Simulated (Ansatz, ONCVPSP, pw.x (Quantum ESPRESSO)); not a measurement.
# Equation-of-state test of one ONCV potential (silicon (Si))

```
Element                 : Si (Z = 14)
Generator               : ONCVPSP 4.0.1.1 (patched build)
Type                    : optimised norm-conserving Vanderbilt (ONCV)
Functional              : PBE
Relativity              : scalar-relativistic
Frozen core             : [Ne]
Valence charge          : 4
Reference configuration : 3s2 3p2
Partial waves           : 3s: rc 1.55 bohr, ncon 3, nbas 6, qcut 4.6 1/bohr, 2 projectors, debl 3.4 Ha; 3p: rc 2.30 bohr, ncon 4, nbas 8, qcut 2.9 1/bohr, 2 projectors, debl 3.6 Ha; d scattering state at 0.27 Ha: rc 1.90 bohr, ncon 4, nbas 7, qcut 4.2 1/bohr, 2 projectors, debl 3.6 Ha
Local potential         : polynomial inside 1.50 bohr (lpopt 4, dvloc0 1 Ha)
Core correction         : Teter function, fcfact 2.25, rcfact 1.2
```

Crystal test: bcc Si in pw.x 7.5, no spin, 15³ k-points, Fermi–Dirac smearing 0.01 Ry, cutoffs 50/200 Ry. The lattice is a test structure that the element need not adopt, and mesh and smearing are coarse.

pw.x input:

```
&control
  calculation='scf', prefix='x', pseudo_dir='./', outdir='./tmp', tstress=.true., disk_io='none'
/
&system
  ibrav=0, nat=1, ntyp=1, ecutwfc=50, ecutrho=200, nbnd=9,
  occupations='smearing', smearing='fd', degauss=0.01
/
&electrons
  conv_thr=1e-09, mixing_beta=0.4, electron_maxstep=70
/
ATOMIC_SPECIES
Si 1.0 Si.UPF
CELL_PARAMETERS angstrom
  -1.53943562 1.53943562 1.53943562
  1.53943562 -1.53943562 1.53943562
  1.53943562 1.53943562 -1.53943562
ATOMIC_POSITIONS crystal
Si 0.0000 0.0000 0.0000
K_POINTS automatic
15 15 15 0 0 0
```

```bash
pw.x < Si.scf.in > Si.scf.out
```

Task: How does the run end?

Result: It converges; the pressure is 0.88 GPa against 0.35 GPa from all-electron LAPW.  The log shows:

```
     number of electrons       =         4.00
     number of Kohn-Sham states=            9
     kinetic-energy cutoff     =      50.0000  Ry
     charge density cutoff     =     200.0000  Ry
     scf convergence threshold =      1.0E-09
     Exchange-correlation= PBE
     number of k points=   120  Fermi-Dirac smearing, width (Ry)=  0.0100
     iteration #  1     ecut=    50.00 Ry     beta= 0.40
     total energy              =      -8.05949376 Ry
     estimated scf accuracy    <       0.00348288 Ry
     iteration #  2     ecut=    50.00 Ry     beta= 0.40
     total energy              =      -8.05916790 Ry
     estimated scf accuracy    <       0.00108102 Ry
     iteration #  3     ecut=    50.00 Ry     beta= 0.40
     total energy              =      -8.05921909 Ry
     estimated scf accuracy    <       0.00000454 Ry
     iteration #  4     ecut=    50.00 Ry     beta= 0.40
     total energy              =      -8.05922059 Ry
     estimated scf accuracy    <       0.00000001 Ry
     iteration #  5     ecut=    50.00 Ry     beta= 0.40
     total energy              =      -8.05922063 Ry
     estimated scf accuracy    <          2.5E-09 Ry
     iteration #  6     ecut=    50.00 Ry     beta= 0.40
     total energy              =      -8.05922063 Ry
     estimated scf accuracy    <          1.5E-09 Ry
     iteration #  7     ecut=    50.00 Ry     beta= 0.40
     the Fermi energy is    10.4843 ev
!    total energy              =      -8.05922063 Ry
     estimated scf accuracy    <          1.1E-12 Ry
     smearing contrib. (-TS)   =      -0.00186025 Ry
     The total energy is F=E-TS. E is the sum of the following terms:
     one-electron contribution =       4.62213067 Ry
     hartree contribution      =       0.02975312 Ry
     xc contribution           =      -2.70142368 Ry
     ewald contribution        =     -10.00782050 Ry
     convergence has been achieved in   7 iterations
          total   stress  (Ry/bohr**3)                   (kbar)     P=        8.82
     Message from routine punch:
     Nothing written, as per user request (disk_io='none')
```
